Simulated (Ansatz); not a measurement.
Take a crystal in which Ti has been replaced by Ni on all its sites, with the cell rescaled by a rough guess (in some cases also distorted within its space group) and nothing relaxed:

```yaml
crystal:
  lattice:
    - [-1.39616, 1.39616, 1.39616]
    - [1.39616, -1.39616, 1.39616]
    - [1.39616, 1.39616, -1.39616]
  atoms:
    - { symbol: Ni, position: [0.00000, 0.00000, 0.00000] }
```

The calculation used DFT PBEsol, scalar-relativistic, plane waves, PAW (Ansatz).

Cutoff 420 eV; k points 20×20×20 on the computed 1-atom cell (Γ-centred); Gaussian smearing, width 0.10 eV; collinear spin from starting moments 0.65 μB.

**Question.** Will this cell want to expand or contract, and how hard?

**Answer.** The pressure is -7.9 GPa (positive in compression), so the cell would contract.

**Question.** Is it a metal on this mesh?

**Answer.** Yes, a band crosses the Fermi level.

**Question.** What moments result?

**Answer.** Ni1 0.60 μB.

This bcc form isn't the element's structure at ambient conditions.